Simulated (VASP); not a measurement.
Write the native input for VASP 6.6.1 that does the following.

| Quantity | Value |
| --- | --- |
| Task | band structure |
| Functional | r2SCAN |
| Dispersion | rVV10 |
| Potentials or basis | VASP PAW PBE potentials, release 64 (Zr_sv, S) |
| Cutoff | 520 eV |
| k mesh | 8 × 8 × 4 |
| Occupations | gaussian, width 0.02 eV |
| Spin | no spin polarisation |
| Further INCAR settings | ALGO = Normal; EDIFF = 1e-07 |

The structure of ZrS2 lies in POSCAR:

```
ZrS2                                    
1.0
    3.6765205424      0.0000000000      0.0000000000
   -1.8382602662      3.1839601834      0.0000000000
    0.0000000000     -0.0000000000      5.8516112178
  Zr              S             
     1     2
Direct
     0.0000000000000000    0.0000000000000000    0.0000000000000000
     0.6666666699999979    0.3333333300000021    0.7535447447276215
     0.3333333300000021    0.6666666699999979    0.2464552552723782
```

The cell is a database's computed one.

One way to write it, as run:

INCAR

```
SYSTEM = ZrS2
ALGO     = Normal         ! electronic algorithm
BPARAM   = 11.95        
CPARAM   = 0.0093       
EDIFF    = 1E-7           ! SCF threshold, eV
ENCUT    = 520            ! plane-wave cutoff, eV
ISIF     = 2              ! what is computed and relaxed
ISMEAR   = 0              ! smearing method
IVDW_NL  = 2            
LASPH    = .True.         ! aspherical terms in the spheres
LCHARG   = .False.        ! write CHGCAR
LMAXMIX  = 4              ! l up to which the mixer works
LMIXTAU  = .True.       
LREAL    = .False.        ! projectors in reciprocal space
LUSE_VDW = .True.       
LWAVE    = .False.        ! write WAVECAR
METAGGA  = R2SCAN         ! meta-GGA
NELM     = 100            ! most SCF steps
PREC     = Accurate       ! precision mode
SIGMA    = 0.02           ! smearing width, eV
```

KPOINTS

```
k-points
0
Gamma
  8 8 4
  0 0 0
```

KPOINTS_OPT

```
path GMKGALHA,LM,KH
10
line-mode
reciprocal
 0.0000000000  0.0000000000  0.0000000000  G
 0.5000000000  0.0000000000  0.0000000000  M

 0.5000000000  0.0000000000  0.0000000000  M
 0.3333333333  0.3333333333  0.0000000000  K

 0.3333333333  0.3333333333  0.0000000000  K
 0.0000000000  0.0000000000  0.0000000000  G

 0.0000000000  0.0000000000  0.0000000000  G
 0.0000000000  0.0000000000  0.5000000000  A

 0.0000000000  0.0000000000  0.5000000000  A
 0.5000000000  0.0000000000  0.5000000000  L

 0.5000000000  0.0000000000  0.5000000000  L
 0.3333333333  0.3333333333  0.5000000000  H

 0.3333333333  0.3333333333  0.5000000000  H
 0.0000000000  0.0000000000  0.5000000000  A

 0.5000000000  0.0000000000  0.5000000000  L
 0.5000000000  0.0000000000  0.0000000000  M

 0.3333333333  0.3333333333  0.0000000000  K
 0.3333333333  0.3333333333  0.5000000000  H
```

Potentials or basis: VASP PAW PBE potentials, release 64 (Zr_sv, S).

Run with:

```bash
$ cat potpaw_PBE.64/Zr_sv/POTCAR potpaw_PBE.64/S/POTCAR > POTCAR
$ mpirun -np 1 vasp_std > vasp.out
```

It gave:

```yaml
Pressure: 0.0 GPa
Band_gap_on_the_k_mesh: 1.17 eV, indirect (least direct gap 1.80 eV)
Band_gap_along_the_path: 1.16 eV, indirect (least direct gap 1.80 eV)
```

Caveat: the PAW data sets were made with another functional, which shifts forces and pressure a little.

Run time: 5.7 min on 1 thread of Intel(R) Xeon(R) Platinum 8488C (Sapphire Rapids), with other jobs on the host, peak memory 0.35 GiB.
